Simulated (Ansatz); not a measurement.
# Molybdenum, fcc under RPBE: from relaxation to bulk modulus, part 1 of 2

The plan for molybdenum in the fcc structure: relax it, solve it on a dense k-mesh, then scale the cell to 7 volumes from 88 to 112 % of the relaxed one and try a fit of the equation of state. Spin polarisation is left out. The k-meshes are 14×14×14 for the relaxation; 22×22×22 for the dense run; 15×15×15 for the volumes.

This is Mo in the fcc structure; at room conditions it is bcc.

Method: DFT RPBE, plane waves (420 eV) with PAW, scalar-relativistic; PAW files made under PBE, frozen cores solved again for the functional, in Ansatz 0.2.0.

### Step 1. Starting point

It takes space group Fm-3m (No. 225, cubic). The conventional cell has a = 3.965 Å, b = 3.965 Å, c = 3.965 Å, α = 90.00°, β = 90.00°, γ = 90.00°. Around Mo (site symmetry m-3m) lie 12 Mo at 2.80 Å.

Structure file:

```xyz
1
Lattice="0.0000 1.9827 1.9827 1.9827 0.0000 1.9827 1.9827 1.9827 0.0000" Properties=species:S:1:pos:R:3 pbc="T T T"
Mo    0.0000    0.0000    0.0000
```

### Step 2. Geometry optimisation

input.yaml

```yaml
crystal:
  lattice:
    - [0.0, 1.9826747602, 1.9826747602]
    - [1.9826747602, 0.0, 1.9826747602]
    - [1.9826747602, 1.9826747602, 0.0]
  atoms:
    - { symbol: Mo, position: [0.0, 0.0, 0.0] }
hamiltonian:
  xc: rpbe
  pseudopotentials:
    kind: paw
    azcp:
      Mo: "pseudopotentials/Mo.paw.azcp"
basis:
  ecutwfc: 420
  fft_grid_basis: typed
kpoints:
  mp_grid: { grid: [14, 14, 14], shift: [0, 0, 0] }
magnetization:
  spin_polarized: false
scf:
  occupations: { method: fermi_dirac, width: 0.1 }
relax:
  max_steps: 60
  f_tol: 0.01
  cell: {}
```

Standard output:

```text
Warning: RAYON_NUM_THREADS=2 ignored (pool sized by the plan → 2); use --threads N
Engine: ansatz 0.2.0, x86_64-unknown-linux-gnu
Pseudopotentials: kind: paw
Pseudopotential: Mo, paw, valence charge 14, recommended cutoff 420 eV (normal), <dir>
Functional definition: RPBE
  parameter kappa = 0.804
  parameter beta = 0.06672455060314922
  exchange = rpbe_x(kappa = kappa, mu = beta*pi^2/3)
  correlation = pbe_c(beta = beta)
Crystal: 1 atoms, lattice volume = 15.588 Å³
Basis set: ecut = 420 eV, 307 PW (Γ), exchange–correlation on 40×40×40 points (8 copies of the dense FFT grid, shifted against one another)
Bands: 11, of which v1, the nominal top of the filled ones, is band 7 counted from 1 (6 counted from 0)
Symmetry: 48 space group operations
Space group: Fm-3m (ITA 225), of the structure as read, at distance tolerance 2.5e-5 Å
k-points: 104 of 2744
Non-local potential: Mo, projectors of the file, l = 0: 3, l = 1: 2, l = 2: 2, l = 3: 1
PAW form: soft (Blöchl's): semilocal exchange-correlation on the pseudo side does not see the compensation charge
PAW frozen core: Mo, regenerated for the run's functional, and the local potential with it (the file was generated under x = pbe(κ = 0.804, μ = 0.2195149727645171), c = pbe(β = 0.06672455060314922))
PAW one-centre angular grid: Mo, 590 points (default); XC on 64 Gauss nodes
Initial density: superposition of atomic densities (neutral atoms: chi_scale 0, normalization atom), corrected by the library's trained network
Initial wavefunctions: pseudopotential atomic-orbital guess
Functional: x = rpbe, c = pbe(β = 0.06672455060314922)
SCF iter   1: F=—  HF=-4962.608475 eV  |F-HF|=—  |Δ(HF+E_count)|=         —  Δρ=5.39e-3  dr2=4.11e-3  ethr=1.77e-3  ⟨swp⟩=4.9  Hψ=6700  notcnv=0
preconditioner: auto → none  [metal: Δε(μ)=0.036 eV  Ē_g=8.113 eV  σ=0.100 eV  W_gap=0.09  n_scr=0 (ndim 8)  ℏωp=23.0 eV  f_vac=0.000  D(μ)=1.18/eV (n_scr^D=14)]
SCF iter   2: F=—  HF=-4962.607133 eV  |F-HF|=—  |Δ(HF+E_count)|=   1.34e-3  Δρ=1.63e-3  dr2=1.37e-4  ethr=2.94e-5  ⟨swp⟩=2.0  Hψ=2325  notcnv=0
SCF iter   3: F=—  HF=-4962.607142 eV  |F-HF|=—  |Δ(HF+E_count)|=   9.06e-6  Δρ=6.50e-4  dr2=2.13e-5  ethr=9.79e-7  ⟨swp⟩=1.0  Hψ=1143  notcnv=0
SCF iter   4: F=—  HF=-4962.607147 eV  |F-HF|=—  |Δ(HF+E_count)|=   4.77e-6  Δρ=3.12e-5  dr2=3.45e-8  ethr=1.52e-7  ⟨swp⟩=2.0  Hψ=1663  notcnv=0
iter 5 did not close the SCF: its close was put off for the readings that it lacked (scf_convergence_deferred on its scf_iter line)
SCF iter   5: F=-4962.607147 eV  HF=-4962.607147 eV  |F-HF|=1.66e-10  |Δ(HF+E_count)|=   7.12e-8  Δρ=2.88e-6  dr2=6.33e-10  ethr=2.47e-10  ⟨swp⟩=2.1  Hψ=1817  notcnv=0
SCF iter   6: F=-4962.607147 eV  HF=-4962.607147 eV  |F-HF|=3.64e-12  |Δ(HF+E_count)|=  2.98e-10  Δρ=2.43e-7  dr2=2.62e-12  ethr=4.52e-12  ⟨swp⟩=1.1  Hψ=3372  notcnv=0
SCF 1 converged in 6 iterations: F = -4962.607147 eV  dr2 = 2.62e-12
relax step   1: F+E_penalty+E_count = -4962.60714701 eV  Δ(F+E_penalty+E_count) = +0.000e0 eV  max|allowed force component| = 0.000e0 eV/Å  Δτ_max = 0.0000 Å  P = +10.536 GPa  Ω = 15.588 Å³  (6 SCF iters, dr2 threshold 1.00e-7 eV, accepted)
Crystal: 1 atoms, lattice volume = 17.525 Å³
Basis set: ecut = 420 eV, 331 PW (Γ), exchange–correlation on 40×40×40 points (8 copies of the dense FFT grid, shifted against one another)
Initial density: handed on by an earlier stage of this run
Initial wavefunctions: those handed on with the density
iter 1 solved again at ethr=1.34e-5 eV; its pass at ethr=3.10e-3 eV (dr2=1.88e-3 eV) is discarded
SCF iter   1: F=—  HF=-4962.565920 eV  |F-HF|=—  |Δ(HF+E_count)|=         —  Δρ=5.20e-3  dr2=1.84e-3  ethr=1.34e-5  ⟨swp⟩=1.4  Hψ=9004  notcnv=0
preconditioner: auto → none  [metal: Δε(μ)=0.014 eV  Ē_g=7.201 eV  σ=0.100 eV  W_gap=0.03  n_scr=0 (ndim 8)  ℏωp=21.7 eV  f_vac=0.000  D(μ)=1.45/eV (n_scr^D=14)]
SCF iter   2: F=—  HF=-4962.567119 eV  |F-HF|=—  |Δ(HF+E_count)|=   1.20e-3  Δρ=2.70e-3  dr2=4.56e-4  ethr=1.32e-5  ⟨swp⟩=1.0  Hψ=1144  notcnv=0
SCF iter   3: F=—  HF=-4962.567571 eV  |F-HF|=—  |Δ(HF+E_count)|=   4.51e-4  Δρ=3.75e-4  dr2=2.56e-5  ethr=3.26e-6  ⟨swp⟩=2.0  Hψ=1761  notcnv=0
SCF iter   4: F=—  HF=-4962.567560 eV  |F-HF|=—  |Δ(HF+E_count)|=   1.06e-5  Δρ=6.99e-5  dr2=1.97e-7  ethr=1.83e-7  ⟨swp⟩=2.8  Hψ=1918  notcnv=0
SCF iter   5: F=-4962.567560 eV  HF=-4962.567560 eV  |F-HF|=6.45e-9  |Δ(HF+E_count)|=   1.10e-7  Δρ=9.34e-6  dr2=1.03e-8  ethr=7.14e-10  ⟨swp⟩=4.0  Hψ=3702  notcnv=0
SCF 2 converged in 5 iterations: F = -4962.567560 eV  dr2 = 1.03e-8
relax step   2: F+E_penalty+E_count = -4962.56756007 eV  Δ(F+E_penalty+E_count) = +3.959e-2 eV  max|allowed force component| = 0.000e0 eV/Å  Δτ_max = 0.0000 Å  P = -14.465 GPa  Ω = 17.525 Å³  energy of the carried Pulay correction = -6.841e-4 eV  (5 SCF iters, dr2 threshold 1.00e-7 eV, rejected (line search))
Crystal: 1 atoms, lattice volume = 16.349 Å³
iter 1 solved again at ethr=5.19e-6 eV; its pass at ethr=3.10e-3 eV (dr2=7.26e-4 eV) is discarded
SCF iter   1: F=—  HF=-4962.627704 eV  |F-HF|=—  |Δ(HF+E_count)|=         —  Δρ=3.19e-3  dr2=7.01e-4  ethr=5.19e-6  ⟨swp⟩=1.3  Hψ=8846  notcnv=0
preconditioner: auto → none  [metal: Δε(μ)=0.017 eV  Ē_g=7.751 eV  σ=0.100 eV  W_gap=0.04  n_scr=0 (ndim 8)  ℏωp=22.5 eV  f_vac=0.000  D(μ)=1.29/eV (n_scr^D=14)]
SCF iter   2: F=—  HF=-4962.628027 eV  |F-HF|=—  |Δ(HF+E_count)|=   3.24e-4  Δρ=1.65e-3  dr2=1.54e-4  ethr=5.01e-6  ⟨swp⟩=1.0  Hψ=1144  notcnv=0
SCF iter   3: F=—  HF=-4962.628160 eV  |F-HF|=—  |Δ(HF+E_count)|=   1.33e-4  Δρ=3.00e-4  dr2=1.48e-5  ethr=1.10e-6  ⟨swp⟩=2.0  Hψ=1767  notcnv=0
SCF iter   4: F=—  HF=-4962.628156 eV  |F-HF|=—  |Δ(HF+E_count)|=   4.19e-6  Δρ=3.88e-5  dr2=5.25e-8  ethr=1.06e-7  ⟨swp⟩=2.3  Hψ=1787  notcnv=0
SCF iter   5: F=—  HF=-4962.628155 eV  |F-HF|=—  |Δ(HF+E_count)|=   9.69e-7  Δρ=4.85e-6  dr2=2.65e-9  ethr=3.75e-10  ⟨swp⟩=2.0  Hψ=1905  notcnv=0
SCF iter   6: F=-4962.628155 eV  HF=-4962.628155 eV  |F-HF|=2.73e-12  |Δ(HF+E_count)|=  8.69e-10  Δρ=3.83e-7  dr2=8.77e-12  ethr=1.00e-12  ⟨swp⟩=4.0  Hψ=5534  notcnv=0
SCF 3 converged in 6 iterations: F = -4962.628155 eV  dr2 = 8.77e-12
relax step   3: F+E_penalty+E_count = -4962.62815501 eV  Δ(F+E_penalty+E_count) = -2.101e-2 eV  max|allowed force component| = 0.000e0 eV/Å  Δτ_max = 0.0000 Å  P = -1.121 GPa  Ω = 16.349 Å³  energy of the carried Pulay correction = -2.788e-4 eV  (6 SCF iters, accepted)
Crystal: 1 atoms, lattice volume = 16.273 Å³
iter 1 solved again at ethr=2.38e-8 eV; its pass at ethr=3.10e-3 eV (dr2=3.33e-6 eV) is discarded
SCF iter   1: F=—  HF=-4962.628465 eV  |F-HF|=—  |Δ(HF+E_count)|=         —  Δρ=2.08e-4  dr2=2.45e-6  ethr=2.38e-8  ⟨swp⟩=3.1  Hψ=8266  notcnv=0
preconditioner: auto → none  [metal: Δε(μ)=0.007 eV  Ē_g=7.787 eV  σ=0.100 eV  W_gap=0.02  n_scr=0 (ndim 8)  ℏωp=22.5 eV  f_vac=0.000  D(μ)=1.28/eV (n_scr^D=14)]
SCF iter   2: F=—  HF=-4962.628467 eV  |F-HF|=—  |Δ(HF+E_count)|=   2.22e-6  Δρ=1.07e-4  dr2=6.28e-7  ethr=1.75e-8  ⟨swp⟩=1.0  Hψ=1144  notcnv=0
SCF iter   3: F=-4962.628468 eV  HF=-4962.628468 eV  |F-HF|=6.30e-9  |Δ(HF+E_count)|=   6.68e-7  Δρ=7.62e-6  dr2=7.86e-9  ethr=7.14e-10  ⟨swp⟩=2.5  Hψ=4260  notcnv=0
SCF 4 converged in 3 iterations: F = -4962.628468 eV  dr2 = 7.86e-9
relax step   4: F+E_penalty+E_count = -4962.62846773 eV  Δ(F+E_penalty+E_count) = -3.127e-4 eV  max|allowed force component| = 0.000e0 eV/Å  Δτ_max = 0.0000 Å  P = -0.070 GPa  Ω = 16.273 Å³  energy of the carried Pulay correction = -2.514e-4 eV  (3 SCF iters, dr2 threshold 1.00e-7 eV, accepted)
Crystal: 1 atoms, lattice volume = 16.268 Å³
iter 1 solved again at ethr=1.31e-10 eV; its pass at ethr=3.10e-3 eV (dr2=1.83e-8 eV) is discarded
SCF iter   1: F=—  HF=-4962.628470 eV  |F-HF|=—  |Δ(HF+E_count)|=         —  Δρ=1.54e-5  dr2=1.97e-8  ethr=1.31e-10  ⟨swp⟩=2.7  Hψ=8151  notcnv=0
preconditioner: auto → none  [metal: Δε(μ)=0.006 eV  Ē_g=7.790 eV  σ=0.100 eV  W_gap=0.02  n_scr=0 (ndim 8)  ℏωp=22.6 eV  f_vac=0.000  D(μ)=1.28/eV (n_scr^D=14)]
SCF iter   2: F=-4962.628471 eV  HF=-4962.628471 eV  |F-HF|=3.63e-9  |Δ(HF+E_count)|=   4.03e-7  Δρ=7.77e-6  dr2=2.93e-9  ethr=8.82e-11  ⟨swp⟩=2.1  Hψ=4006  notcnv=0
SCF 5 converged in 2 iterations: F = -4962.628471 eV  dr2 = 2.93e-9
relax step   5: F+E_penalty+E_count = -4962.62847070 eV  Δ(F+E_penalty+E_count) = -2.967e-6 eV  max|allowed force component| = 0.000e0 eV/Å  Δτ_max = 0.0000 Å  P = -0.000 GPa  Ω = 16.268 Å³  energy of the carried Pulay correction = -2.496e-4 eV  (2 SCF iters, dr2 threshold 1.24e-8 eV, accepted)
Initial wavefunctions: pseudopotential atomic-orbital guess (no wavefunctions were taken with the density)
iter 1 solved again at ethr=2.93e-8 eV; its pass at ethr=3.10e-3 eV (dr2=4.10e-6 eV) is discarded
SCF iter   1: F=—  HF=-4962.628681 eV  |F-HF|=—  |Δ(HF+E_count)|=         —  Δρ=2.66e-4  dr2=4.82e-7  ethr=2.93e-8  ⟨swp⟩=3.3  Hψ=10005  notcnv=0
SCF iter   2: F=—  HF=-4962.628697 eV  |F-HF|=—  |Δ(HF+E_count)|=   1.64e-5  Δρ=1.32e-4  dr2=1.09e-7  ethr=3.44e-9  ⟨swp⟩=1.1  Hψ=1175  notcnv=0
SCF iter   3: F=—  HF=-4962.628703 eV  |F-HF|=—  |Δ(HF+E_count)|=   5.38e-6  Δρ=7.63e-6  dr2=3.47e-9  ethr=7.75e-10  ⟨swp⟩=2.1  Hψ=1888  notcnv=0
SCF iter   4: F=—  HF=-4962.628703 eV  |F-HF|=—  |Δ(HF+E_count)|=   1.14e-8  Δρ=2.11e-6  dr2=1.33e-10  ethr=2.48e-11  ⟨swp⟩=2.2  Hψ=1746  notcnv=0
SCF iter   5: F=-4962.628703 eV  HF=-4962.628703 eV  |F-HF|=1.18e-11  |Δ(HF+E_count)|=  7.27e-10  Δρ=3.01e-7  dr2=3.02e-12  ethr=1.00e-12  ⟨swp⟩=5.0  Hψ=4166  notcnv=0
SCF 6 converged in 5 iterations: F = -4962.628703 eV  dr2 = 3.02e-12
relax step   6: F+E_penalty+E_count = -4962.62870257 eV  Δ(F+E_penalty+E_count) = -2.319e-4 eV  max|allowed force component| = 0.000e0 eV/Å  Δτ_max = 0.0000 Å  P = -0.008 GPa  Ω = 16.268 Å³  stress off target by 8.27e-3 GPa  SCF on the basis re-selected at this cell (its energy is not comparable with the rows above)  (5 SCF iters)
basis re-selected at this cell: Δ(F+E_penalty+E_count) = -2.319e-4 eV, ΔP = -0.008 GPa vs the last step (what re-selecting the basis moved, of the pressure what is left beyond the Pulay correction that the steps carried, after the strain that the cell walked since its last selection, with what the two solves' SCF thresholds leave and, on support functions, any second-order correction that the steps lacked; it is no measure of the basis error at this ecutwfc). This SCF's stress stands 8.27e-3 GPa from its target on what of the cell is left free (relax.cell.stress_tol is 5.00e-2 GPa) and its largest allowed force component is 0.00e0 eV/Å (relax.f_tol is 1.00e-2 eV/Å): within both
SCF converged after 5 iterations
Free energy (F): -4962.628703 eV
Harris-Foulkes:  -4962.628703 eV  (|F-HF|=1.18e-11)
Internal energy: -4962.585724 eV  (E = F + TS)
E sigma→0 (E₀):  -4962.607213 eV
Entropy (-TS):   -0.042978 eV (-42.978 meV/atom)
Fermi energy:    19.834360 eV
--- Per-component energies (eV) ---
  E_band       = -64.935314
  E_kinetic    = 440.237674
  E_local      = -814.261627  (includes V_loc(G=0)·N_el)
  E_nonlocal   = 142.196844
  E_hartree    = 269.251459
  E_xc         = -183.258506
  E_vxc        = -228.402067  (∫ρ·V_xc dr)
  E_paw        = -3208.085422  (= ΣΔE_a)
  E_vpaw       = -143.209073  (= ΣTr[D̂ρ^β])
  E_aug_tail   = 0.000041  (compensation charges beyond the density's cutoff)
  E_ewald      = -1608.575104
  E_core_change = -0.091083  (= ΣΔE_core)
  E_smearing   = -0.042978  (= −TS)
  E_closure    = 0.000000  (closes the sum)
  Σ components = -4962.628703   (vs F -4962.628703, Δ=0.00e0)
--- Forces (eV/Å), atoms counted from 1 ---
  atom   1  Mo    -0.00000000     0.00000000    -0.00000000
  max |Σ_I F_I| component: 3.08e-32 eV/Å
--- Stress (GPa, compression-positive) ---
       -0.008269      -0.000000      -0.000000
       -0.000000      -0.008269      -0.000000
       -0.000000      -0.000000      -0.008269
  P = ⅓ Tr σ = -0.0083 GPa (-0.083 kbar)
--- Relaxed structure (5 steps of the walk, 4 accepted, 1 SCFs on fresh bases) ---
  F+E_penalty+E_count = -4962.62870257 eV   max|allowed force component| = 0.000e0 eV/Å   (the final SCF, on the basis selected at the relaxed cell)
  cell:  # Å, volume = 16.2678 Å³
    - [4.080278673677197e-34, 2.011096046788048, 2.011096046788048]
    - [2.011096046788048, 3.443356593645197e-34, 2.011096046788048]
    - [2.011096046788048, 2.011096046788048, 3.4393761222045233e-34]
  atoms:
    - { symbol: Mo, position: [0.0, 0.0, 0.0] }
```

Run time: 3.4 s. Hardware: 2 threads of an x86-64 CPU, shared host; peak memory 0.36 GiB.

Relaxation path:

```
step  energy change (meV/atom)  largest force (eV/Å)  pressure (GPa)  volume (Å³/atom)  accepted
   1                      0.00                0.0000           10.54            15.588       yes
   2                     39.59                0.0000          -14.46            17.525        no
   3                    -21.01                0.0000           -1.12            16.349       yes
   4                    -21.32                0.0000           -0.07            16.273       yes
   5                    -21.32                0.0000            0.00            16.268       yes
   6                    -21.56                0.0000           -0.01            16.268       yes
```

Steps that repeat a cell are solved on a basis chosen anew, so their changes of energy are no gain of the relaxation.

Changes in the cell that was computed:

|  | before | after | change |
| --- | --- | --- | --- |
| a (Å) | 2.804 | 2.844 | +1.4 % |
| b (Å) | 2.804 | 2.844 | +1.4 % |
| c (Å) | 2.804 | 2.844 | +1.4 % |
| volume (Å³/atom) | 15.588 | 16.268 | +4.4 % |
| shortest distance (Å) | 2.804 | 2.844 | +1.4 % |
| space group (spins left aside) | Fm-3m | Fm-3m | same |

### Step 3. Single point on a dense mesh

input.yaml

```yaml
crystal:
  lattice:
    - [0.0, 2.0110960468, 2.0110960468]
    - [2.0110960468, 0.0, 2.0110960468]
    - [2.0110960468, 2.0110960468, 0.0]
  atoms:
    - { symbol: Mo, position: [0.0, 0.0, 0.0] }
hamiltonian:
  xc: rpbe
  pseudopotentials:
    kind: paw
    azcp:
      Mo: "pseudopotentials/Mo.paw.azcp"
basis:
  ecutwfc: 420
  fft_grid_basis: typed
kpoints:
  mp_grid: { grid: [22, 22, 22], shift: [0, 0, 0] }
magnetization:
  spin_polarized: false
scf:
  occupations: { method: fermi_dirac, width: 0.1 }
```

Standard output, shortened:

```text
Warning: RAYON_NUM_THREADS=2 ignored (pool sized by the plan → 2); use --threads N
[...]
[... 3 set-up lines as earlier in the session ...]
[...]
Crystal: 1 atoms, lattice volume = 16.268 Å³
Basis set: ecut = 420 eV, 331 PW (Γ)
Bands: 11, of which v1, the nominal top of the filled ones, is band 7 counted from 1 (6 counted from 0)
[... 2 set-up lines as earlier in the session ...]
k-points: 328 of 10648
[...]
SCF iter   1: F=—  HF=-4962.630404 eV  |F-HF|=—  |Δ(HF+E_count)|=         —  Δρ=4.97e-3  dr2=3.61e-3  ethr=1.77e-3  ⟨swp⟩=5.0  Hψ=21087  notcnv=0
[...]
SCF iter   6: F=-4962.629287 eV  HF=-4962.629287 eV  |F-HF|=0.00e0  |Δ(HF+E_count)|=  2.73e-12  Δρ=2.20e-7  dr2=2.24e-12  ethr=7.64e-12  ⟨swp⟩=1.0  Hψ=10560  notcnv=0
[...]
SCF converged after 6 iterations
Free energy (F): -4962.629287 eV
[...]
E sigma→0 (E₀):  -4962.607425 eV
Entropy (-TS):   -0.043724 eV (-43.724 meV/atom)
Fermi energy:    19.823800 eV
[...]
```

Wall time 1.8 s (2 threads of an x86-64 CPU, shared host); peak memory 0.37 GiB.

### Step 4. Equation of state: 88 %

input.yaml

```yaml
crystal:
  lattice:
    - [0.0, 1.9272011066, 1.9272011066]
    - [1.9272011066, 0.0, 1.9272011066]
    - [1.9272011066, 1.9272011066, 0.0]
  atoms:
    - { symbol: Mo, position: [0.0, 0.0, 0.0] }
hamiltonian:
  xc: rpbe
  pseudopotentials:
    kind: paw
    azcp:
      Mo: "pseudopotentials/Mo.paw.azcp"
basis:
  ecutwfc: 420
  fft_grid_basis: typed
kpoints:
  mp_grid: { grid: [15, 15, 15], shift: [0, 0, 0] }
magnetization:
  spin_polarized: false
scf:
  occupations: { method: fermi_dirac, width: 0.1 }
  lower_state_search: "off"
output:
  stress: true
  write_density: true
  write_potential: true
  elf: true
  volumetric_format: npy
```

Standard output, shortened:

```text
Warning: RAYON_NUM_THREADS=2 ignored (pool sized by the plan → 2); use --threads N
[...]
[... 3 set-up lines as earlier in the session ...]
[...]
Crystal: 1 atoms, lattice volume = 14.316 Å³
Basis set: ecut = 420 eV, 283 PW (Γ)
Bands: 11, of which v1, the nominal top of the filled ones, is band 7 counted from 1 (6 counted from 0)
[... 1 set-up line as earlier in the session ...]
Space group: Fm-3m (ITA 225), of the structure as read, at distance tolerance 2.4e-5 Å
k-points: 120 of 3375
[...]
SCF iter   1: F=—  HF=-4962.419333 eV  |F-HF|=—  |Δ(HF+E_count)|=         —  Δρ=5.35e-3  dr2=3.62e-3  ethr=1.77e-3  ⟨swp⟩=5.0  Hψ=7755  notcnv=0
[...]
SCF iter   6: F=-4962.418148 eV  HF=-4962.418148 eV  |F-HF|=3.64e-12  |Δ(HF+E_count)|=  1.36e-10  Δρ=4.66e-7  dr2=1.34e-11  ethr=4.47e-12  ⟨swp⟩=4.3  Hψ=6114  notcnv=0
[...]
SCF converged after 6 iterations
Free energy (F): -4962.418148 eV
[...]
E sigma→0 (E₀):  -4962.398476 eV
Entropy (-TS):   -0.039344 eV (-39.344 meV/atom)
Fermi energy:    22.973682 eV
[...]
--- Stress (GPa, compression-positive) ---
       38.066496       0.000000       0.000000
        0.000000      38.066496       0.000000
       -0.000000      -0.000000      38.066496
  P = ⅓ Tr σ = 38.0665 GPa (380.665 kbar)
--- Band table (eV; the first three rows and the last of 120) ---
  k-point 0: bands = ["-37.7386", "-10.7908", "-10.7908", "-10.7908", "15.9614", "22.0684", "22.0684", "22.0684", "25.2180", "25.2180", "35.9769"]
[...]
```

It took 1.3 s on 2 threads of an x86-64 CPU, shared host; peak memory 0.34 GiB.

Axes a, b and c in the maps are those of this run's conventional cell (a, b, c = 3.854, 3.854, 3.854 Å).

Density in a lattice plane of the grid's cell (edges 3.85 and 3.85 Å, at 0.000 of the third edge), which holds Mo.

Values in e/Å³, 12 rows by 12 columns:
```
6.22 5.31 2.49 0.59 0.31 0.25 0.24 0.25 0.31 0.59 2.49 5.30
3.30 2.49 1.11 0.44 0.33 0.31 0.31 0.31 0.33 0.44 1.11 2.49
0.70 0.59 0.44 0.38 0.44 0.59 0.70 0.59 0.44 0.38 0.44 0.59
0.31 0.31 0.33 0.44 1.11 2.49 3.30 2.49 1.11 0.44 0.33 0.31
0.24 0.25 0.31 0.59 2.49 5.31 6.22 5.30 2.49 0.59 0.31 0.25
0.22 0.24 0.31 0.70 3.30 6.22 6.34 6.22 3.30 0.70 0.31 0.24
0.24 0.25 0.31 0.59 2.49 5.30 6.22 5.31 2.49 0.59 0.31 0.25
0.31 0.31 0.33 0.44 1.11 2.49 3.30 2.49 1.11 0.44 0.33 0.31
0.70 0.59 0.44 0.38 0.44 0.59 0.70 0.59 0.44 0.38 0.44 0.59
3.30 2.49 1.11 0.44 0.33 0.31 0.31 0.31 0.33 0.44 1.11 2.49
6.22 5.30 2.49 0.59 0.31 0.25 0.24 0.25 0.31 0.59 2.49 5.31
6.34 6.22 3.30 0.70 0.31 0.24 0.22 0.24 0.31 0.70 3.30 6.22
```
Columns run along the first of these edges and rows up along the second, over one cell in 12 and 12 even steps from the bottom left corner. Atoms in the plane (fractional): Mo at (0.00, 0.00), Mo at (0.50, 0.50).

ELF in the same plane.

Ten even steps from ' ' (0.16) to '@' (0.73):
```
==**%%@@%%++..  ..::--======--::..  ..++%%@@%%**
%%@@@@@@##--    ..::----------::..    ==##@@@@@@
@@@@@@##++::....::::::......::::::....::++##@@@@
**++++--::....::....          ....::....::--++++
......  ....::....  ........    ....::....    ..
      ....::....::--++++**++++--::....::....    
....::::::....::++##@@@@@@@@@@##++::....::::::..
------::..    --##@@@@@@%%@@@@@@##==    ..::----
====--::..  ..++%%@@%%**==**%%@@%%++..  ..::--==
====--::..  ..++%%@@##==..==##@@%%++..  ..::--==
====--::..  ..++%%@@%%**==**%%@@%%++..  ..::--==
------::..    ==##@@@@@@%%@@@@@@##--    ..::----
....::::::....::++##@@@@@@@@@@##++::....::::::..
      ....::....::--++++**++++--::....::....    
....    ....::....    ........  ....::....  ....
**++++--::....::....          ....::....::--++++
@@@@@@##++::....::::::......::::::....::++##@@@@
%%@@@@@@##==    ..::----------::..    --##@@@@@@
==**%%@@%%++..  ..::--======--::..  ..++%%@@%%**
..==##@@%%++..  ..::--======--::..  ..++%%@@##==
```
Columns run along the first of these edges and rows up along the second, over one cell in 24 and 20 even steps from the bottom left corner. Atoms in the plane (fractional): Mo at (0.00, 0.00), Mo at (0.50, 0.50).

Both are smooth fields of the valence electrons: close to the nuclei they are not physical.

Outside the cores ELF peaks at 0.47 between the atoms, 1.7 Å from Mo.

(Continued in part 2 of 2.)
